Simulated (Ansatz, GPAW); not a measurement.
This is a calculation of CoO for GPAW 26.7.0 (ASE script). 

The input run.py:

```python
from ase.dft.bandgap import bandgap
from ase.io import read, write
from ase.units import GPa
from gpaw import GPAW, PW

atoms = read('CoO.xyz')
atoms.set_initial_magnetic_moments([2.0, 0.0])

calc = GPAW(mode=PW(800),
            xc='PBE',
            kpts={'size': (11, 11, 11), 'gamma': True},
            occupations={'name': 'methfessel-paxton', 'order': 0, 'width': 0.028000000000000004},
            nbands=17,
            convergence={'density': 1e-05, 'energy': 1e-05},
            maxiter=150,
            txt='gpaw.txt')
atoms.calc = calc
energy = atoms.get_potential_energy()
forces = atoms.get_forces()
stress = atoms.get_stress()
calc.write('gs.gpw')
write('result.traj', atoms)
print(f'Energy: {energy:.6f} eV')
print('Forces (eV/A):')
print(forces.round(4))
print('Stress (GPa):', (stress / GPa).round(3))
print('Moments:', calc.get_magnetic_moments().round(3))
print('Fermi level:', round(calc.get_fermi_level(), 4), 'eV')
print(f'Gap: {bandgap(calc)[0]:.4f} eV, direct: {bandgap(calc, direct=True)[0]:.4f} eV')
```

Contents of CoO.xyz:

```xyz
2
Lattice="0.0000000000 2.1315000000 2.1315000000 2.1315000000 0.0000000000 2.1315000000 2.1315000000 2.1315000000 0.0000000000" Properties=species:S:1:pos:R:3 pbc="T T T"
Co     0.0000000000      0.0000000000      0.0000000000
O      2.1315000000      2.1315000000      2.1315000000
```

Potentials or basis: GPAW PAW data sets (gpaw-data 1.2.1), pw.

Launch:

```console
$ OMP_NUM_THREADS=1 python run.py
```

What does the same run look like in Ansatz 0.2.0? Potentials or basis there: all-electron LAPW, scalar-relativistic.

As run (cutoffs and basis follow the program's own potentials, and thresholds, step limits or extra output files can differ):

File input.yaml:

```yaml
crystal:
  lattice:
    - [0.0, 2.1315, 2.1315]
    - [2.1315, 0.0, 2.1315]
    - [2.1315, 2.1315, 0.0]
  atoms:
    - { symbol: Co, position: [0.0, 0.0, 0.0], spin: 2.0 }
    - { symbol: O, position: [0.5, 0.5, 0.5] }
kpoints:
  mp_grid: { grid: [11, 11, 11] }
scf:
  occupations: { method: gaussian, width: 0.028 }
hamiltonian:
  xc: pbe
  pseudopotentials: { kind: all_electron, lapw: { basis_error: 0.001 } }
magnetization:
  spin_polarized: true
output:
  forces: true
  stress: true
  eigenvalues: true
```

Potentials or basis: all-electron LAPW, scalar-relativistic.

Launch:

```sh
$ ansatz run input.yaml --threads 2 --pin off --max-ram 6144MiB --backend cpu --events-out ev --progress --plain --runs-dir out
```

Both were run:

|  | GPAW | Ansatz |
| --- | --- | --- |
| Pressure | -1.1 GPa | -1.7 GPa |
| Net moment | 2.98 μB per cell | 2.98 μB per cell |

Where Ansatz's input types no cutoff or centring, it takes its own default and a Γ-centred mesh.

The magnetic state is the one that the start led to; the real crystal's order can differ.

Pressure is positive in compression.
